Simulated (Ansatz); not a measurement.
## AlN

Level of theory: DFT, r²SCAN, scalar-relativistic, no spin polarisation; plane waves to 500 eV with PAW datasets (Ansatz 0.2.0), 8×8×6 k-mesh, Gaussian smearing of 0.05 eV. The datasets are Ansatz's generated set soft_2.

```
Al N
1.0
     3.10678    0.00000    0.00000
    -1.55339    2.69055    0.00000
     0.00000    0.00000    4.97805
Al N
2 2
Direct
  0.33333 0.66667 0.00161
  0.66667 0.33333 0.50161
  0.33333 0.66667 0.38339
  0.66667 0.33333 0.88339
```

The chain of runs began from a cell as deposited in COD, expanded in volume.

Path: Γ–M–K–Γ–A–L–H–A | L–M | H–K, with Γ = (0.000, 0.000, 0.000), M = (0.500, 0.000, 0.000), K = (0.333, 0.333, 0.000), A = (0.000, 0.000, 0.500), L = (0.500, 0.000, 0.500), H = (0.333, 0.333, 0.500) in reciprocal vectors of the calculation's cell.

Task: Is it a metal or an insulator, and if it has a gap, where are the band edges on this path?

Result: An insulator with a gap of 4.88 eV on the path, the valence band topping at Γ and the conduction band bottoming at Γ; the smallest direct gap is 4.88 eV.

Levels between -4 and 4 eV from the Fermi level at the path's named points:
```tsv
point	below E_F (eV)	above E_F (eV)
Γ	-3.33 -3.33 -2.67 -2.67 -2.44	2.44
M	-3.15	
K		3.26
A	-3.01 -3.01 -3.01 -3.01	
L	-3.94 -3.94 -3.83 -3.83	3.56 3.56
H	-3.25 -3.25
```

Formal charges Al³⁺, N³⁻ balance and leave closed shells on every ion, so a band insulator is expected, and the gap is 4.88 eV.

Within 0.6 eV of the edges the projected states are 96 % N 2p at the top of the valence band and 46 % N 2s at the bottom of the conduction band. The conduction edge mixes several shells, so no single label fits the gap.

**What was measured.** From “Structural and optical properties of self-assembled AlN nanowires grown on SiO2/Si substrates by molecular beam epitaxy”, 2024, arxiv:2402.00216, for a bulk crystal of AlN at 0 K: band gap 6.0343 eV (an exciton energy, a little under the gap).

**Against experiment.** Against the measured gap of AlN, 6.0343 eV (an exciton energy, a little under the gap; 0 K; quoted in “Structural and optical properties of self-assembled AlN nanowires grown on SiO2/Si substrates by molecular beam epitaxy”, 2024, arxiv:2402.00216), the calculated 4.88 eV is off by -1.16 eV. 2 values of this kind are on record (6.034 to 6.0343 eV); this one was drawn at random. Kohn–Sham gaps of semilocal functionals mostly fall below measured ones. Temperature and excitons aren't in the calculation.

Kohn–Sham gaps of semilocal functionals lie under measured ones, often by a third or more.
